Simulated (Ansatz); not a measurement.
Runs of Ansatz 0.2.0 on HfC. It takes space group P6_3/mmc (No. 194, hexagonal). The conventional cell has a = 3.343 Å, b = 3.343 Å, c = 5.203 Å, α = 90.00°, β = 90.00°, γ = 120.00°. Hf (site symmetry -6m2) has 6 C at 2.33 Å as nearest neighbours. C (site symmetry -3m) has 6 Hf at 2.33 Å and 2 C at 2.60 Å as nearest neighbours. The cell comes from a database or a generator and needn't be the stable form of this composition.

```csv
share of exact exchange,gap on the mesh (eV),pressure (GPa)
0.25,none,(a)
0.3,none,-3.8
0.5,none,(b)
0.05,none,-1.3
0.4,none,-4.7
```

Alike in all rows: task single point; level HSE06 form with a typed share of exact exchange; potentials or basis Ansatz PAW; no spin polarisation; cell as given; k mesh 5 × 5 × 3; cutoff (eV) 420; smearing fermi-dirac 0.05 eV; the mesh is coarse, so values aren't converged.

Task: Fill in the values left out.

Result: (a) -3.3; (b) -5.6.

Caveats: all runs use coarse meshes; the PAW data sets come from PBE, with cores solved anew for the run's functional, which leaves a small shift of forces and pressure; the thresholds are loose for stress.

A k mesh can miss the band edges, and the runs leave out spin-orbit coupling on Hf.

A gap of «none» marks a metal or a gap under the smearing width.
